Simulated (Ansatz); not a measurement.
Runs of Ansatz 0.2.0 on FeSi2 (Linzhiite). It takes space group P4/mmm (No. 123, tetragonal). Conventional cell: a = 2.684 Å, b = 2.684 Å, c = 5.128 Å, α = 90.00°, β = 90.00°, γ = 90.00°. Fe (site symmetry 4/mmm) has 8 Si at 2.35 Å and 4 Fe at 2.68 Å as nearest neighbours. Around Si (site symmetry 4mm) lie 4 Fe at 2.35 Å and 5 Si at 2.36 to 2.68 Å. 

| task | level | cell | k mesh | cutoff (eV) | points for each segment of the path | gap on the mesh (eV) | pressure (GPa) | moment (μB) | relaxed volume (Å³/atom) | largest force (eV/Å) |
| --- | --- | --- | --- | --- | --- | --- | --- | --- | --- | --- |
| relaxation of cell and atoms | BLYP+D4 | relaxed | 10 × 10 × 5 | 420 | - | none | 0.0 | (c) | 12.26 | - |
| relaxation of cell and atoms | BLYP | relaxed | 10 × 10 × 5 | 420 | - | none | 0.0 | 0.14 | (a) | - |
| band structure | r2SCAN | as given | 10 × 10 × 5 | 500 | 14 | none | -1.0 | (d) | - | 0.14 |
| band structure | BLYP | as given | 10 × 10 × 5 | 420 | 14 | none | 11.1 | 0.10 | - | 0.61 |
| relaxation of cell and atoms | BLYP+D3(BJ) | relaxed | 10 × 10 × 5 | 420 | - | none | 0.0 | (b) | 12.12 | - |
| phonons | PBEsol | as given | 7 × 7 × 4 | 420 | - | none | - | 0.14 | - | - |

Alike in all rows: potentials or basis Ansatz PAW; spin collinear, ferromagnetic start; smearing fermi-dirac 0.05 eV.

Question: Estimate the missing entries.

Answer: (a) 13.11; (b) 0.07; (c) 0.08; (d) 0.16.

Caveats: the PAW data sets come from PBE, with cores solved anew for the run's functional, which leaves a small shift of forces and pressure; the potentials were made for another functional, which shifts forces and pressure (some runs); the plane-wave basis is chosen anew once the cell has moved, so the energies of steps on either side of that aren't comparable (some runs); pairwise dispersion overbinds metals, which lowers pressure and volume (some runs); the magnetic or orbital state may not be the lowest (some runs).

A k mesh can miss the band edges.

A gap of «none» marks a metal or a gap under the smearing width.

Not every run made on this cell is shown here.
